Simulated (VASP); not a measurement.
## Sb: single point with PBE

The system is Sb.

```
Sb
1.0
     2.15420    1.24373    3.75800
    -2.15420    1.24373    3.75800
     0.00000   -2.48746    3.75800
Sb
2
Direct
  0.76651 0.76651 0.76651
  0.23349 0.23349 0.23349
```

- Program: VASP 6.6.1
- Task: single point
- Functional: PBE
- Potentials or basis: VASP PAW PBE potentials, release 64 (Sb_d_GW)
- Cutoff: 500 eV
- k mesh: 4 × 4 × 4
- Occupations: gaussian, width 0.02 eV
- Spin: no spin polarisation
- Further INCAR settings: ALGO = Fast; EDIFF = 1e-06

| Property | Result |
| --- | --- |
| Pressure | 2.7 GPa |
| Largest force | 0.058 eV/Å |
| Band gap on the k mesh | 0.12 eV, direct |

Forces on the atoms (eV/Å):
```
Sb   0.000  0.000  0.058
Sb   0.000  0.000 -0.058
```

Stress tensor (GPa, compression positive):
```
3.11 0.00 0.00
0.00 3.11 0.00
0.00 0.00 1.85
```

Levels at points of the mesh, in eV from the valence-band top:
```csv
k point,band 11,band 12,band 13,band 14,band 15,band 16,band 17,band 18,band 19
"(0.00, 0.00, 0.00)",-12.41,-4.51,-1.76,-1.49,-1.49,2.42,3.01,3.01,5.46
"(0.50, 0.00, 0.00)",-10.05,-9.33,-1.62,-1.52,0.00,0.12,0.49,0.79,7.95
"(0.50, 0.50, 0.00)",-10.04,-7.68,-5.14,-3.45,-3.35,1.85,5.24,5.82,7.43
"(0.50, 0.50, 0.50)",-10.86,-8.70,-1.00,-1.00,-0.13,0.43,0.43,1.40,7.38
```

It took 19 s on 1 thread of Intel(R) Xeon(R) 6975P-C (Granite Rapids), with other jobs on the host, peak memory 0.2 GiB.

Caveat: the k mesh is coarse (spacing up to 0.44 Å⁻¹), so the values aren't converged; spin-orbit coupling is left out, which moves the levels of the heavy elements. PBE gaps usually lie below the measured ones, often by a third to a half.
